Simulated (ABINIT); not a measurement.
The system is PbS.

```
Pb S
1.0
     2.07995   -5.99130    0.00000
     2.07995    5.99130    0.00000
     0.00000    0.00000    4.27932
Pb S
2 2
Direct
  0.13056 0.86944 0.25000
  0.86944 0.13056 0.75000
  0.35480 0.64520 0.25000
  0.64520 0.35480 0.75000
```

Measurements of this composition are mostly on another form, of space group No. 225.

Base run:

- Program: ABINIT 10.8.3 (patched build)
- Functional: PBEsol
- Potentials or basis: JTH PAW PBE v2.0
- Cutoff: 544 eV
- k mesh: 4 × 4 × 4
- Occupations: fermi-dirac, width 0.05 eV
- Spin: no spin polarisation

Its results: band gap on the k mesh 1.21 eV, indirect (least direct gap 1.56 eV); largest force 0.020 eV/Å.

Question: After a change of settings the same cell gave: band gap on the k mesh 1.64 eV, indirect (least direct gap 1.83 eV); largest force 0.132 eV/Å. Which change was it?
A. k mesh from 4 × 4 × 4 to 3 × 3 × 2
B. functional from PBEsol to LDA; potentials or basis from JTH PAW PBE v2.0 to JTH PAW LDA v2.0
C. functional from PBEsol to PBE; k mesh from 4 × 4 × 4 to 6 × 6 × 5
D. functional from PBEsol to PBE

Answer: A.

Caveats: some runs use coarse meshes; the PAW data sets were made with another functional, which shifts forces and pressure a little; spin-orbit coupling is left out, which as a rule narrows the gap of such compounds by several tenths of an eV; an odd mesh through Γ misses points on the zone boundary, where band edges often lie (some runs).
